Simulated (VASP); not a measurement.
The system is Se.

```xyz
3
Lattice="4.0647 0.0000 0.0000 -2.0323 3.5201 0.0000 0.0000 0.0000 5.1337" Properties=species:S:1:pos:R:3 pbc="T T T"
Se    1.0070    0.0000    1.7112
Se   -0.5035    0.8721    3.4225
Se    1.5288    2.6480    0.0000
```

Base run:

* Program: VASP 6.6.1
* Functional: PBE
* Potentials or basis: VASP PAW PBE potentials, release 64 (Se)
* Cutoff: 520 eV
* k mesh: 9 × 9 × 6
* Occupations: gaussian, width 0.03 eV
* Spin: no spin polarisation

Its results: band gap on the k mesh 0.51 eV, direct.

Q: The run is repeated on the same cell with these changes: k mesh from 9 × 9 × 6 to 12 × 12 × 9; further incar settings from ALGO = Normal; EDIFF = 1e-07; NBANDS = 41 to ALGO = Normal; EDIFF = 1e-08. What comes out?

A: Band gap on the k mesh 0.64 eV, direct.

Caveats: an odd mesh through Γ misses points on the zone boundary, where band edges often lie; the gap is small at this level, which inflates the dielectric constant (some runs).
